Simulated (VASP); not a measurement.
A run of VASP 6.6.1 is set up as follows.

POSCAR

```
CaSe
1.0
    0.0000000000      2.9560000000      2.9560000000
    2.9560000000      0.0000000000      2.9560000000
    2.9560000000      2.9560000000      0.0000000000
Se Ca
1 1
Direct
    0.5000000000      0.5000000000      0.5000000000
    0.0000000000      0.0000000000      0.0000000000
```

Contents of INCAR.step1:

```
PREC = Accurate
ENCUT = 520
EDIFF = 1E-6
ISMEAR = 0
SIGMA = 0.02
LREAL = False
LASPH = True
NELM = 100
ALGO = Normal
ISIF = 2
LWAVE = False
LCHARG = True
```

Contents of KPOINTS.step1:

```
regular mesh
0
Gamma
  8 8 8
```

INCAR.step2

```
PREC = Accurate
ENCUT = 520
EDIFF = 1E-6
ISMEAR = 0
SIGMA = 0.05
LREAL = False
LASPH = True
NELM = 100
ALGO = Normal
ISIF = 2
LWAVE = False
LCHARG = False
ICHARG = 11
```

Contents of KPOINTS.step2:

```
path GXWKGLUWLK,UX
15
line-mode
reciprocal
 0.0000000000  0.0000000000  0.0000000000  G
 0.5000000000  0.0000000000  0.5000000000  X

 0.5000000000  0.0000000000  0.5000000000  X
 0.5000000000  0.2500000000  0.7500000000  W

 0.5000000000  0.2500000000  0.7500000000  W
 0.3750000000  0.3750000000  0.7500000000  K

 0.3750000000  0.3750000000  0.7500000000  K
 0.0000000000  0.0000000000  0.0000000000  G

 0.0000000000  0.0000000000  0.0000000000  G
 0.5000000000  0.5000000000  0.5000000000  L

 0.5000000000  0.5000000000  0.5000000000  L
 0.6250000000  0.2500000000  0.6250000000  U

 0.6250000000  0.2500000000  0.6250000000  U
 0.5000000000  0.2500000000  0.7500000000  W

 0.5000000000  0.2500000000  0.7500000000  W
 0.5000000000  0.5000000000  0.5000000000  L

 0.5000000000  0.5000000000  0.5000000000  L
 0.3750000000  0.3750000000  0.7500000000  K

 0.6250000000  0.2500000000  0.6250000000  U
 0.5000000000  0.0000000000  0.5000000000  X
```

Potentials or basis: VASP PAW LDA potentials, release 64 (Se, Ca_sv).

Run with:

```bash
$ cat potpaw_LDA.64/Se/POTCAR potpaw_LDA.64/Ca_sv/POTCAR > POTCAR
$ cp INCAR.step1 INCAR
$ cp KPOINTS.step1 KPOINTS
$ mpirun -np 1 vasp_std > vasp.out
$ cp INCAR.step2 INCAR
$ cp KPOINTS.step2 KPOINTS
$ mpirun -np 1 vasp_std > vasp.out
```

**Question.** Predict the band gap along the path.

**Answer.** 1.86 eV, indirect (least direct gap 2.80 eV).

**Question.** Predict the band gap on the k mesh.

**Answer.** 1.86 eV, indirect (least direct gap 2.80 eV).

Levels at the corners of the path, in eV from the valence-band top:
| point | band 5 | band 6 | band 7 | band 8 | band 9 | band 10 | band 11 | band 12 |
| --- | --- | --- | --- | --- | --- | --- | --- | --- |
| Γ | -11.84 | 0.00 | 0.00 | 0.00 | 3.11 | 3.55 | 3.55 | 3.55 |
| X | -11.26 | -2.55 | -0.94 | -0.94 | 1.86 | 4.85 | 4.93 | 5.90 |
| X | -11.26 | -2.55 | -0.94 | -0.94 | 1.86 | 4.85 | 4.93 | 5.90 |
| W | -11.17 | -2.01 | -2.01 | -1.72 | 4.26 | 4.26 | 5.10 | 5.62 |
| W | -11.17 | -2.01 | -2.01 | -1.72 | 4.26 | 4.26 | 5.10 | 5.62 |
| K | -11.18 | -2.29 | -2.09 | -1.14 | 3.12 | 5.55 | 5.57 | 5.58 |
| K | -11.18 | -2.29 | -2.09 | -1.14 | 3.12 | 5.54 | 5.57 | 5.58 |
| Γ | -11.84 | 0.00 | 0.00 | 0.00 | 3.11 | 3.55 | 3.55 | 3.55 |
| Γ | -11.84 | 0.00 | 0.00 | 0.00 | 3.11 | 3.55 | 3.55 | 3.55 |
| L | -11.13 | -3.35 | -1.23 | -1.23 | 4.37 | 5.33 | 5.35 | 5.35 |
| L | -11.13 | -3.35 | -1.23 | -1.23 | 4.37 | 5.33 | 5.35 | 5.35 |
| U | -11.18 | -2.29 | -2.09 | -1.14 | 3.12 | 5.54 | 5.57 | 5.58 |
| U | -11.18 | -2.29 | -2.09 | -1.14 | 3.12 | 5.55 | 5.57 | 5.59 |
| W | -11.17 | -2.01 | -2.01 | -1.72 | 4.26 | 4.26 | 5.10 | 5.62 |
| W | -11.17 | -2.01 | -2.01 | -1.72 | 4.26 | 4.26 | 5.10 | 5.62 |
| L | -11.13 | -3.35 | -1.23 | -1.23 | 4.37 | 5.33 | 5.35 | 5.35 |
| L | -11.13 | -3.35 | -1.23 | -1.23 | 4.37 | 5.33 | 5.35 | 5.35 |
| K | -11.18 | -2.29 | -2.09 | -1.14 | 3.12 | 5.56 | 5.57 | 5.59 |
| U | -11.18 | -2.29 | -2.09 | -1.14 | 3.12 | 5.54 | 5.57 | 5.59 |
| X | -11.26 | -2.55 | -0.94 | -0.94 | 1.86 | 4.85 | 4.93 | 5.90 |

Caveat: the log is that of the step along the path at fixed density, whose energy, stress, charges and moments have no meaning.

**The experiment to reproduce.**

A printed reference work, monograph, original work of 1988 reports, for a bulk crystal of CaSe at 2 K: band gap 3.85 eV (indirect).

Against the measured gap of CaSe, 3.85 eV (indirect; 2 K; a printed reference work, monograph, original work of 1988), the calculated 1.86 eV is off by -1.99 eV. So large a miss can be the level of theory's own, or it may mean another phase, state or a wrong row. Spin-orbit coupling on Se is left out. The value is that of LDA, without temperature or zero-point motion. Semilocal functionals fall short of measured gaps as a rule.
